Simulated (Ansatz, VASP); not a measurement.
## P in VASP and in Ansatz

```
CELL_PARAMETERS angstrom
4.16608 0.00000 0.00000
0.00000 4.16608 0.00000
0.00000 0.00000 4.59690
ATOMIC_POSITIONS crystal
P 0.00000 0.00000 0.00000
```

Change from the starting cell: strain -0.025 along x and y, +0.050 along z, atoms carried along.

Alike in both runs: task single point; functional PBEsol; k mesh 12 × 12 × 12; occupations gaussian, width 0.15 eV; no spin polarisation.

|  | VASP | Ansatz |
| --- | --- | --- |
| version | VASP 6.6.1 | Ansatz 0.2.0 |
| potentials or method | VASP PAW PBE potentials, release 64 (P) | scalar-relativistic, plane waves, PAW |
| plane-wave cutoff (eV) | 520 | 420 |
| valence electrons in the cell | 5 | 5 |

VASP gave:

```
gap on the k mesh at the Fermi level (eV)       : none
pressure (GPa)                                  : -3.9
largest component of the traceless stress (GPa) : 1.15
```

Task: Estimate Ansatz's values.

Result: gap on the k mesh at the Fermi level (eV): none; pressure (GPa): -3.9; largest component of the traceless stress (GPa): 1.16.

A gap of «none» marks a metal or a gap that the smearing closes. The functional is the same, so the differences come from potentials, cutoffs and numerics.

Caveats: the PAW data sets were made with another functional, which shifts forces and pressure a little (VASP).
